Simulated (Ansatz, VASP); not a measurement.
**One calculation of BN, two programs**

INCAR

```
PREC = Accurate
ENCUT = 520
EDIFF = 1E-6
ISMEAR = 0
SIGMA = 0.05
LREAL = F
LASPH = T
NELM = 60
ALGO = Normal
ISIF = 2
LWAVE = F
LCHARG = F
GGA = PS
NBANDS = 16
```

Contents of KPOINTS:

```
Automatic mesh
0
Gamma
  12 12 4
```

The input POSCAR:

```
BN
1.0
    2.4413919117      0.0000000000      0.0000000000
   -1.2206959559      2.1143074161      0.0000000000
    0.0000000000      0.0000000000      6.3281400000
B N
2 2
Direct
    0.3333333333      0.6666666667      0.2500000000
    0.6666666667      0.3333333333      0.7500000000
    0.3333333333      0.6666666667      0.7500000000
    0.6666666667      0.3333333333      0.2500000000
```

Input for Ansatz:

```yaml
crystal:
  lattice:
    - [2.4413919117, 0.0, 0.0]
    - [-1.2206959559, 2.1143074161, 0.0]
    - [0.0, 0.0, 6.32814]
  atoms:
    - { symbol: B, position: [0.3333333333, 0.6666666667, 0.25] }
    - { symbol: B, position: [0.6666666667, 0.3333333333, 0.75] }
    - { symbol: "N", position: [0.3333333333, 0.6666666667, 0.75] }
    - { symbol: "N", position: [0.6666666667, 0.3333333333, 0.25] }
basis:
  ecutwfc: 420
kpoints:
  mp_grid: { grid: [12, 12, 4] }
hamiltonian:
  xc: pbesol
scf:
  occupations: { method: gaussian, width: 0.05 }
output:
  forces: true
  stress: true
  eigenvalues: true
```

Change from the starting cell: strain -0.025 along x and y, -0.050 along z, atoms carried along.

Alike in both runs: task single point; functional PBEsol; k mesh 12 × 12 × 4; occupations gaussian, width 0.05 eV; no spin polarisation.

|  | VASP | Ansatz |
| --- | --- | --- |
| version | VASP 6.6.1 | Ansatz 0.2.0 |
| potentials or method | VASP PAW PBE potentials, release 64 (B, N) | scalar-relativistic, plane waves, PAW |
| plane-wave cutoff (eV) | 520 | 420 |
| valence electrons in the cell | 16 | 16 |

Ansatz gave:

```
gap on the k mesh at the Fermi level (eV)       : 4.19
least direct gap on the mesh (eV)               : 4.62
pressure (GPa)                                  : 22.5
largest component of the traceless stress (GPa) : 19.81
```

What did VASP give for the same quantities?

gap on the k mesh at the Fermi level (eV): 4.18; least direct gap on the mesh (eV): 4.61; pressure (GPa): 22.9; largest component of the traceless stress (GPa): 20.34.

The functional is the same, so the differences come from potentials, cutoffs and numerics.

Caveats: so large a pressure means that the cell lies far from this level's equilibrium, or that cutoff or potentials fall short (VASP); the potentials were made for another functional, which shifts forces and pressure (VASP); this functional lacks dispersion, which binds the layers, so the pressure and a relaxed spacing across them are unreliable. A k mesh can miss the band edges.
